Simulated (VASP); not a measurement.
Wanted: the native input for a VASP 6.6.1 run.

```
Task                   : single point
Functional             : PBE
Potentials or basis    : VASP PAW PBE potentials, release 64 (Te, Sn_d)
Cutoff                 : 750 eV
k mesh                 : 8 × 8 × 8
Occupations            : gaussian, width 0.02 eV
Spin                   : spin-orbit coupling, no magnetisation
Further INCAR settings : ALGO = Normal; EDIFF = 1e-08; NBANDS = 36
```

The structure of SnTe lies in POSCAR:

```
SnTe
1.0
    0.0000000000      3.6111460000      3.6111460000
    3.6111460000      0.0000000000      3.6111460000
    3.6111460000      3.6111460000      0.0000000000
Te Sn
1 1
Direct
    0.2500000000      0.2500000000      0.2500000000
    0.0000000000      0.0000000000      0.0000000000
```

Measurements of this composition are mostly on another form, of space group No. 225.

The input as run:

INCAR

```
SYSTEM = SnTe
PREC = Accurate
ENCUT = 750
EDIFF = 1E-8
ISMEAR = 0
SIGMA = 0.02
LREAL = .False.
LASPH = .True.
NELM = 100
ALGO = Normal
ISIF = 2
LWAVE = .False.
LCHARG = .False.
MAGMOM = 0 0 0 0 0 0
LORBIT = 11
LSORBIT = .True.
GGA_COMPAT = .False.
GGA = PE
NBANDS = 36
```

KPOINTS

```
regular mesh
0
Gamma
  8 8 8
  0 0 0
```

Potentials or basis: VASP PAW PBE potentials, release 64 (Te, Sn_d).

Command:

```sh
$ cat potpaw_PBE.64/Te/POTCAR potpaw_PBE.64/Sn_d/POTCAR > POTCAR
$ mpirun -np 1 vasp_ncl > vasp.out
```

It gave:

| Quantity | Value |
| --- | --- |
| Pressure | -0.1 GPa |
| Valence electrons inside the program's atomic spheres | Te 3.36; Sn 12.06 |

It took 7.8 min on 1 thread of Intel(R) Xeon(R) Platinum 8488C (Sapphire Rapids), with other jobs on the host, peak memory 0.96 GiB.
